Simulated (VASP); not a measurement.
Runs of VASP 6.6.1 on PbSe (Clausthalite). The structure is cubic, space group Fm-3m (No. 225). Conventional cell: a = 6.104 Å, b = 6.104 Å, c = 6.104 Å, α = 90.00°, β = 90.00°, γ = 90.00°. Around Pb (site symmetry m-3m) lie 6 Se at 3.05 Å. Around Se (site symmetry m-3m) lie 6 Pb at 3.05 Å. 

```tsv
task	level	cell	cutoff (eV)	gap on the mesh (eV)	pressure (GPa)
band structure	r2SCAN	Fm-3m, 28.43 Å³/atom	520	0.55	2.0
band structure	PBE	Fm-3m, 28.67 Å³/atom	520	0.29	(b)
relaxation of cell and atoms	PBEsol	relaxed	600	0.17	0.0
band structure	TB-mBJ	Fm-3m, 28.67 Å³/atom	520	(a)	-
```

Alike in all rows: potentials or basis VASP PAW PBE potentials, release 64 (Pb_d, Se); no spin polarisation; k mesh 8 × 8 × 8; smearing gaussian 0.03 eV.

Question: Estimate the missing entries.

Answer: (a) 0.86; (b) 2.4.

Caveats: spin-orbit coupling is left out, which as a rule narrows the gap of such compounds by several tenths of an eV; the PAW data sets were made with another functional, which shifts forces and pressure a little (some runs).

A k mesh can miss the band edges, and the runs leave out spin-orbit coupling on Pb, Se.
